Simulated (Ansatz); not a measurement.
Two G0W0 runs on MoS2 (2H monolayer).

The cell holds 3 atoms: 1 Mo and 2 S. Cell: a = 3.185 Å, b = 3.185 Å, c = 29.500 Å, α = 90.0°, β = 90.0°, γ = 120.0°. Vacuum lies along c.

```xyz
3
Lattice="3.1847 0.0000 0.0000 -1.5924 2.7581 0.0000 0.0000 0.0000 29.5000" Properties=species:S:1:pos:R:3
Mo    0.0000    1.8387   14.7500
S     1.5924    0.9194   16.3127
S     1.5924    0.9194   13.1873
```

The structure was relaxed with PBE. The runs that relaxed it are not among those shown. PAW set soft_1, made with PBE.

The first (Ansatz 0.2.0; start PBE, 9×9×1 mesh, 315 empty bands, screening to 66 eV; 1 × NVIDIA H100 80GB HBM3 (shared by 6 runs) with 3 threads of AMD EPYC 7R13 (Zen 3), shared host) gave, on its mesh: starting gap 1.66 eV, G0W0 gap 2.41 eV, mean of 1 + 4πα/V (set by the cell height) 3.01, 54 s.

The second gave: starting gap 1.66 eV, G0W0 gap 2.53 eV, mean of 1 + 4πα/V (set by the cell height) 3.01, 70 s.

**Question.** What was changed in the input? Choose among start, files, mesh, bands and cutoff, frequency model or another key.

Changed: frequency model from contour deformation to plasmon pole. The starting gap stayed, which rules out the functional and points to the GW step. Other changes could give like numbers; this is the one that was made.

Limits: not at the basis limit; coarse mesh for a sheet; no spin-orbit coupling.

[Paths, hosts, dates, memory and timing lines, banners, echoed tables and standing remarks are left out of the program output.]

[Logs are printed without paths, hosts, clocks, repeated set-up lines and the standing remarks that a program may print on its own settings, such as how far it seeks lower states.]

[Runs of the session that timed out or met a known fault of the program may be left out.]

[Cells called generated may have been cut or substituted from an entry of the Crystallography Open Database or the Materials Project.]

[Hosts, paths, dates, database ids (printed as entryN), source tags and the programs' standing remarks are cut or masked in the printed files.]
